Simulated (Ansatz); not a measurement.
**ZnS (P6_3mc)**

Level of theory: DFT PBE, scalar-relativistic, plane waves, PAW in Ansatz.

Cutoff 420 eV; k points 12×12×2 on the computed 12-atom cell (Γ-centred); Gaussian smearing, width 0.02 eV; no spin polarisation.

The structure is relaxed at this level of theory with its symmetry kept.

```
Zn S
1.0
     3.84702    0.00000    0.00000
    -1.92351    3.33162    0.00000
     0.00000    0.00000   18.87315
Zn S
6 6
Direct
  0.00000 0.00000 0.00003
  0.00000 0.00000 0.50003
  0.33333 0.66667 0.16679
  0.66667 0.33333 0.66679
  0.66667 0.33333 0.33327
  0.33333 0.66667 0.83327
  0.00000 0.00000 0.12511
  0.00000 0.00000 0.62511
  0.33333 0.66667 0.29164
  0.66667 0.33333 0.79164
  0.66667 0.33333 0.45815
  0.33333 0.66667 0.95815
```

(1) Formation energy from the elements' standard states (uncorrected)?

(2) Kohn–Sham band gap?

(3) Löwdin character of the top 1 eV of the valence band?

(4) Löwdin character of the lowest 1 eV of the conduction band?

(5) Electron masses at the edge by Cartesian direction of the standard setting (m_e; degenerate bands sorted by energy; no spin-orbit coupling)?

(6) Hole masses at the edge by Cartesian direction of the standard setting (m_e; degenerate bands sorted by energy; no spin-orbit coupling)?

(7) Bulk modulus?

(8) Its pressure derivative?

Answers

(1) -0.821 eV/atom.

(2) 2.04 eV, direct at Γ.

(3) S 3p 88 %, Zn 3d 9 %.

(4) Zn 4s 57 %, S 3s 26 %, S 3p 15 %.

(5) x: 0.17; y: 0.17; z: 0.16.

(6) x: 0.17, 1.6, 1.4; y: 0.17, 1.7, 1.4; z: 1.6, 1.6, 0.14.

(7) 69 GPa.

(8) 4.4.

Cost: 11 runs of about 48 core-minutes in all, on Intel Xeon Processor @ 2.50GHz (Skylake/Cascade Lake) (shared hosts).